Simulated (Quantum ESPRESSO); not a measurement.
# Pt (Fm-3m) in Quantum ESPRESSO: a series of runs, part 2 of 2

Quantum ESPRESSO 7.5.

### Step 4. Hubbard U by linear response, LDA+U

Contents of pw.in:

```
&CONTROL
  calculation = 'scf'
  prefix = 'pwscf'
  outdir = './tmp'
  pseudo_dir = './pseudo'
  tprnfor = .true.
  tstress = .true.
  disk_io = 'low'
/
&SYSTEM
  ibrav = 0
  nat = 1
  ntyp = 1
  ecutwfc = 45
  ecutrho = 360
  nbnd = 17
  occupations = 'smearing'
  smearing = 'mv'
  degauss = 0.01469973
/
&ELECTRONS
  conv_thr = 2d-10
  electron_maxstep = 120
  mixing_beta = 0.3
/
ATOMIC_SPECIES
Pt   195.0840 pt_lda_v1.4.uspp.F.UPF
CELL_PARAMETERS angstrom
   0.0000000000    1.9609000000    1.9609000000
   1.9609000000    0.0000000000    1.9609000000
   1.9609000000    1.9609000000    0.0000000000
ATOMIC_POSITIONS angstrom
Pt     0.0000000000    0.0000000000    0.0000000000
K_POINTS automatic
10 10 10 0 0 0
HUBBARD {ortho-atomic}
U Pt-5d 8.0
```

Contents of scf2.in:

```
&CONTROL
  calculation = 'scf'
  prefix = 'pwscf'
  outdir = './tmp'
  pseudo_dir = './pseudo'
  tprnfor = .true.
  tstress = .true.
  disk_io = 'low'
/
&SYSTEM
  ibrav = 0
  nat = 1
  ntyp = 1
  ecutwfc = 45
  ecutrho = 360
  nbnd = 17
  occupations = 'smearing'
  smearing = 'mv'
  degauss = 0.01469973
/
&ELECTRONS
  conv_thr = 1d-13
  electron_maxstep = 120
  mixing_beta = 0.3
  startingpot = 'file'
  startingwfc = 'file'
/
ATOMIC_SPECIES
Pt   195.0840 pt_lda_v1.4.uspp.F.UPF
CELL_PARAMETERS angstrom
   0.0000000000    1.9609000000    1.9609000000
   1.9609000000    0.0000000000    1.9609000000
   1.9609000000    1.9609000000    0.0000000000
ATOMIC_POSITIONS angstrom
Pt     0.0000000000    0.0000000000    0.0000000000
K_POINTS automatic
10 10 10 0 0 0
HUBBARD {ortho-atomic}
U Pt-5d 8.0
```

Contents of hp.in:

```
&INPUTHP
  prefix = 'pwscf'
  outdir = './tmp'
  nq1 = 2
  nq2 = 2
  nq3 = 2
  conv_thr_chi = 1d-06
  niter_max = 80
  iverbosity = 1
  alpha_mix(1) = 0.15
/
```

Potentials or basis: GBRV 1.5 LDA.

Run with:

```
> OMP_NUM_THREADS=1 pw.x -in pw.in > pw.out
> OMP_NUM_THREADS=1 pw.x -in scf2.in > scf2.out
> OMP_NUM_THREADS=1 hp.x -in hp.in > hp.out
```

pw.out:

```text
This program is part of the open-source Quantum ESPRESSO suite
     for quantum simulation of materials; please cite
[... 9 lines left out ...]
     --------------------
     sticks:   dense  smooth     PW     G-vecs:    dense   smooth      PW
     Sum         673     349    121                11791     4111     869

     Using Slab Decomposition

     bravais-lattice index     =            0
     lattice parameter (alat)  =       5.2405  a.u.
     unit-cell volume          =     101.7637 (a.u.)^3
     number of atoms/cell      =            1
     number of atomic types    =            1
     number of electrons       =        16.00
     number of Kohn-Sham states=           17
     kinetic-energy cutoff     =      45.0000  Ry
     charge density cutoff     =     360.0000  Ry
     scf convergence threshold =      2.0E-10
     mixing beta               =       0.3000
     number of iterations used =            8  plain     mixing
     Exchange-correlation=  SLA  PZ   NOGX NOGC
                           (   1   1   0   0   0   0   0)
     Hubbard projectors: ortho-atomic
     Hubbard parameters of DFT+U (Dudarev formulation) in eV:
     U(Pt-5d) =  8.0000

     Internal variables: lda_plus_u =T, lda_plus_u_kind = 0

     Internal variables: orbital_resolved =F, hub_pot_fix =F, apply_U = F

     celldm(1)=   5.240459  celldm(2)=   0.000000  celldm(3)=   0.000000
     celldm(4)=   0.000000  celldm(5)=   0.000000  celldm(6)=   0.000000

[... 8 lines left out ...]
               b(3) = (  0.707107  0.707107 -0.707107 )

     PseudoPot. # 1 for Pt read from file:
     pt_lda_v1.4.uspp.F.UPF
     Pseudo is Ultrasoft + core correction, Zval = 16.0
     Generated by new atomic code, or converted to UPF format
     Using radial grid of  985 points,  6 beta functions with:
                l(1) =   0
                l(2) =   0
                l(3) =   1
                l(4) =   1
                l(5) =   2
                l(6) =   2
     Q(r) pseudized with  8 coefficients,  rinner =    1.300   1.300   1.300
                                                       1.300   1.300

     atomic species   valence    mass     pseudopotential
     Pt               16.00   195.08400     Pt( 1.00)

     48 Sym. Ops., with inversion, found

   Cartesian axes

     site n.     atom                  positions (alat units)
         1        Pt     tau(   1) = (   0.0000000   0.0000000   0.0000000  )

     number of k points=    47  Marzari-Vanderbilt smearing, width (Ry)=  0.0147
[... 83 lines left out ...]
     Starting wfcs are   12 randomized atomic wfcs +    5 random wfcs

     Self-consistent Calculation

     iteration #  1     ecut=    45.00 Ry     beta= 0.30
     Davidson diagonalization with overlap
     ethr =  1.00E-02,  avg # of iterations =  5.4

     =================== HUBBARD OCCUPATIONS ===================
     ------------------------ ATOM    1 ------------------------
     Tr[ns(  1)] =   8.60771
     eigenvalues:
       0.834  0.834  0.834  0.900  0.900
     eigenvectors (columns):
      -0.000 -0.000 -0.000  0.124 -0.992
      -0.232  0.852 -0.470 -0.000  0.000
      -0.615  0.246  0.749 -0.000  0.000
       0.000 -0.000  0.000 -0.992 -0.124
       0.753  0.463  0.467  0.000 -0.000
     occupation matrix ns (before diag.):
[... 112 lines left out ...]
     iteration # 13     ecut=    45.00 Ry     beta= 0.30
     Davidson diagonalization with overlap
     ethr =  3.75E-12,  avg # of iterations =  1.0

     negative rho (up, down):  1.730E-01 0.000E+00

     End of self-consistent calculation

     =================== HUBBARD OCCUPATIONS ===================
     ------------------------ ATOM    1 ------------------------
     Tr[ns(  1)] =   8.93553
     eigenvalues:
       0.860  0.860  0.860  0.943  0.943
     eigenvectors (columns):
      -0.000  0.000 -0.000  0.032  0.999
      -0.226  0.944  0.239 -0.000 -0.000
      -0.645 -0.329  0.690 -0.000 -0.000
       0.000 -0.000  0.000 -0.999  0.032
       0.730  0.001  0.683  0.000  0.000
     occupation matrix ns (before diag.):
       0.943 -0.000 -0.000  0.000  0.000
      -0.000  0.860 -0.000  0.000  0.000
      -0.000 -0.000  0.860  0.000  0.000
       0.000  0.000  0.000  0.943 -0.000
       0.000  0.000  0.000 -0.000  0.860

     Number of occupied Hubbard levels =    8.9355

          k = 0.0000 0.0000 0.0000 (   531 PWs)   bands (ev):

   -29.4198 -29.4198 -29.4198  11.9268  16.0474  16.0474  16.0474  17.6659
    17.6659  36.8275  41.7409  41.7409  41.7409  47.0327  52.2832  54.5893
    54.5893

          k = 0.0707 0.0707-0.0707 (   534 PWs)   bands (ev):
[... 175 lines left out ...]
   -29.8888 -29.6063 -29.6063  12.0617  13.0854  19.3834  20.5297  20.5297
    23.9849  31.1512  33.5914  33.5914  42.4736  46.0336  50.7049  52.3800
    56.6655

          k = 0.2828 0.1414 0.0000 (   527 PWs)   bands (ev):

   -29.6417 -29.5131 -29.4662  13.9660  14.9821  16.0667  17.1900  17.2935
    18.9224  37.2814  39.3273  41.4497  42.0463  46.7963  48.6684  49.7311
    52.3248

          k = 0.3536 0.2121-0.0707 (   518 PWs)   bands (ev):
[... 85 lines left out ...]
   -29.8051 -29.7184 -29.6293  13.3995  14.6294  16.4493  17.6369  20.5335
    29.0314  29.3828  31.6036  34.3406  46.1673  47.8238  48.0455  52.2214
    55.0523

     the Fermi energy is    19.9688 ev

!    total energy              =    -210.49264141 Ry
     estimated scf accuracy    <          7.1E-11 Ry
     smearing contrib. (-TS)   =       0.00021696 Ry
     internal energy E=F+TS    =    -210.49285837 Ry

     The total energy is F=E-TS. E is the sum of the following terms:
     one-electron contribution =     -20.72645487 Ry
     hartree contribution      =      25.26938807 Ry
     xc contribution           =     -56.93726643 Ry
     ewald contribution        =    -158.37328735 Ry
     Hubbard energy            =       0.27476222 Ry

     convergence has been achieved in  13 iterations

     negative rho (up, down):  1.730E-01 0.000E+00

     Forces acting on atoms (cartesian axes, Ry/au):

     atom    1 type  1   force =     0.00000000    0.00000000    0.00000000

     Total force =     0.000000     Total SCF correction =     0.000000

     Computing stress (Cartesian axis) and pressure

     negative rho (up, down):  1.730E-01 0.000E+00
          total   stress  (Ry/bohr**3)                   (kbar)     P=      -12.40
  -0.00008432   0.00000000   0.00000000          -12.40        0.00        0.00
   0.00000000  -0.00008432   0.00000000            0.00      -12.40        0.00
   0.00000000   0.00000000  -0.00008432            0.00        0.00      -12.40

=------------------------------------------------------------------------------=
   JOB DONE.
=------------------------------------------------------------------------------=
```

hp.out:

```text
This program is part of the open-source Quantum ESPRESSO suite
     for quantum simulation of materials; please cite
         "P. Giannozzi et al., J. Phys.:Condens. Matter 21 395502 (2009);
         "P. Giannozzi et al., J. Phys.:Condens. Matter 29 465901 (2017);
         "P. Giannozzi et al., J. Chem. Phys. 152 154105 (2020);
     in publications or presentations arising from this work. More details at
[... 537 lines left out ...]

     Post-processing calculation of Hubbard parameters ...

     PRINTING TIMING FROM PWSCF ROUTINES:

     PRINTING TIMING FROM HP ROUTINES:

     PRINTING TIMING FROM LR MODULE:

     USPP ROUTINES:

=------------------------------------------------------------------------------=
   JOB DONE.
=------------------------------------------------------------------------------=
```

Run time: 1.9 min. Hardware: 1 thread of Arm Neoverse V1, shared host; peak memory 0.07 GiB.

What came out:

- Free energy: -2863.8983 eV
- Pressure: -1.2 GPa
- Band gap on the k mesh: none (metal or under the smearing width)
- Hubbard U from linear response: 4.82 eV

Levels at points of the mesh, in eV from the Fermi level:
```
             k point  band 6  band 7  band 8  band 9  band 10  band 11
  (0.00, 0.00, 0.00)   -3.92   -3.92   -2.30   -2.30    16.86    21.77
 (0.00, 0.00, -0.50)   -4.41   -0.15   -0.15    1.73     7.95    16.39
(0.00, -0.50, -0.50)   -0.59    0.56    0.56    4.02    11.18    13.62
```

Eigenvalues of the final occupation matrices:
| site | spin | trace | eigenvalues |
| --- | --- | --- | --- |
| Pt 1 5d | each | 4.47 | 0.86 0.86 0.86 0.94 0.94 |

Hubbard U from linear response:
```
site  manifold  U (eV)
   1     Pt-5d    4.82
```
On the first site the bare response is -0.512 and the screened one -0.140 eV⁻¹.

Caveat: the computed U isn't converged in cell size; U without spin polarisation on a metal has little footing; the U is typed as a test and isn't derived for this compound. Spin-orbit coupling is left out, which matters for the levels of Pt.

### Step 5. Summary

| U | gap on the mesh (eV) | pressure (GPa) |
| --- | --- | --- |
| Pt d U = 4.0 eV | none | -4.9 |
| Pt d U = 6.0 eV | none | -3.4 |
| Pt d U = 8.0 eV | none | -1.2 |

Alike in all rows: task Hubbard U by linear response; level LDA+U; potentials or basis GBRV 1.5 LDA; no spin polarisation; cell as given; k mesh 10 × 10 × 10; cutoff (eV) 612; smearing cold 0.2 eV.

Every run on the cell as given and a fine mesh finds a metal.

Caveats: the computed U isn't converged in cell size; U without spin polarisation on a metal has little footing; the U is typed as a test and isn't derived for this compound.

Total energies depend on the potentials used, so only differences within one code and one set of settings carry meaning.
